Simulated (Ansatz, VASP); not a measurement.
**One calculation of LiF, two programs**

```
Li F
1.0
     0.04028    2.03414    2.03414
     2.03414    0.04028    2.03414
     2.03414    2.03414    0.04028
Li F
1 1
Cartesian
  0.0000 0.0000 0.0000
  2.0543 2.0543 2.0543
```

Change from the starting cell: equal xy, yz and zx shear strains of +2 %.

Alike in both runs: task single point; functional PBE; k mesh 10 × 10 × 10; occupations fermi-dirac, width 0.03 eV; no spin polarisation.

```csv
,VASP,Ansatz
version,VASP 6.6.1,Ansatz 0.2.0
potentials or method,"VASP PAW PBE potentials, release 64 (Li_sv, F), cutoff 520 eV","all-electron LAPW, scalar-relativistic"
```

|  | VASP | Ansatz | Ansatz less VASP |
| --- | --- | --- | --- |
| gap on the k mesh at the Fermi level (eV) | 9.03 | 9.01 | -0.023 |

Ansatz ran all-electron here, so the differences hold the error of VASP's frozen core and of both bases.

 A k mesh can miss the band edges.
